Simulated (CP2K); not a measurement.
Crystal: Ru.

```
Ru
1.0
     2.70580    0.00000    0.00000
    -1.35290    2.34329    0.00000
     0.00000    0.00000    4.28190
Ru
2
Direct
  0.66667 0.33333 0.75000
  0.33333 0.66667 0.25000
```

Base run:

| Quantity | Value |
| --- | --- |
| Program | CP2K 2026.2 |
| Functional | PBE |
| Potentials or basis | POTENTIAL_UZH Ru GTH-PBE-q16; TZVP-MOLOPT-PBE-GTH basis |
| Density cutoff | 6123 eV |
| k mesh | 11 × 11 × 6 |
| Occupations | fermi-dirac, width 0.05 eV |
| Spin | no spin polarisation |

Its results: band gap on the k mesh none (metal or under the smearing width); pressure 7.4 GPa.

Problem. The run is repeated on the same cell with these changes: functional from PBE to PBEsol. What comes out?

Solution. Band gap on the k mesh none (metal or under the smearing width); pressure -2.8 GPa.

PBEsol binds more tightly than PBE, so the same cell stands under less pressure.

Caveats: the basis of atomic orbitals isn't converged, which shifts pressures, moduli and gaps; the potentials were made for another functional, which shifts forces and pressure (some runs).

Not every run made on this cell is shown here.
